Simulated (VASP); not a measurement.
A run of VASP 6.6.1 is set up as follows.

INCAR

```
SYSTEM = Mg
ALGO     = Fast           ! electronic algorithm
EDIFF    = 1E-6           ! SCF threshold, eV
ENCUT    = 520            ! plane-wave cutoff, eV
GGA      = PE             ! functional
ISIF     = 2              ! what is computed and relaxed
ISMEAR   = 0              ! smearing method
LASPH    = .True.         ! aspherical terms in the spheres
LCHARG   = .False.        ! write CHGCAR
LREAL    = .False.        ! projectors in reciprocal space
LWAVE    = .False.        ! write WAVECAR
NBANDS   = 7              ! bands
NELM     = 100            ! most SCF steps
PREC     = Accurate       ! precision mode
SIGMA    = 0.15           ! smearing width, eV
```

The input KPOINTS:

```
k-points
0
Gamma
  22 22 22
  0 0 0
```

File POSCAR:

```
Mg
1.0
   -1.8359916300      1.8359916300      1.6794040200
    1.8359916300     -1.8359916300      1.6794040200
    1.8359916300      1.8359916300     -1.6794040200
Mg
1
Direct
    0.0000000000      0.0000000000      0.0000000000
```

Potentials or basis: VASP PAW PBE potentials, release 64 (Mg).

Launch:

```sh
$ cat potpaw_PBE.64/Mg/POTCAR > POTCAR
$ mpirun -np 1 vasp_std > vasp.out
```

Problem. Predict the band gap on the k mesh.

Solution. None (metal or under the smearing width).

Problem. What does it give for the pressure?

Solution. 0.4 GPa.

Stress tensor (GPa, compression positive):
```
0.34 0.00 0.00
0.00 0.34 0.00
0.00 0.00 0.61
```
